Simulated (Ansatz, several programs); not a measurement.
In₂SbAs as one 8-atom ordering (I-42d) on the zincblende lattice, relaxed with PBE in Ansatz (plane waves, PAW): the symmetry is I-42d (No. 122, tetragonal); a = 6.417 Å, c = 12.784 Å in the conventional setting, 32.90 Å³ an atom. Around As lie 4 In at 2.70 Å; around In lie 2 As at 2.70 Å and 2 Sb at 2.86 Å; around Sb lie 4 In at 2.86 Å. The cell was then scaled with its shape and fractional coordinates held, which makes it stiffer than a relaxed compression. These are computed values for a spin-unpolarised cell that may be hypothetical; none is a measurement.

```csv
V (Å³/atom),E (meV/atom)
30.924,17.44
32.898,0.00
33.885,3.72
34.872,13.96
```

Problem. Pass a cubic E = c₀ + c₁u + c₂u² + c₃u³, with u = V − 33.145 Å³, through these points.

Solution. c₀ = 0.25, c₁ = +1.965, c₂ = 3.858, c₃ = -0.2305 (meV and Å³).

Problem. Where is the minimum, and what bulk modulus follows?

Solution. dE/du = 0 at u = -0.249, so V₀ = 32.90 Å³. B = V₀ d²E/dV² = 32.90 × (2c₂ + 6c₃u) = 32.90 × 8.061 = 265 meV/Å³, and 1 meV/Å³ is 0.16022 GPa: 42 GPa. A third-order Birch-Murnaghan fit to all five points gives 32.89 Å³ and 42 GPa.

Problem. Predict the energy and the pressure at the withheld volume, 31.911 Å³.

Solution. With u = -1.234: E ≈ 4.13 meV and P = −dE/dV ≈ +1.38 GPa. The run gives 4.08 meV and, from its stress, +1.37 GPa.
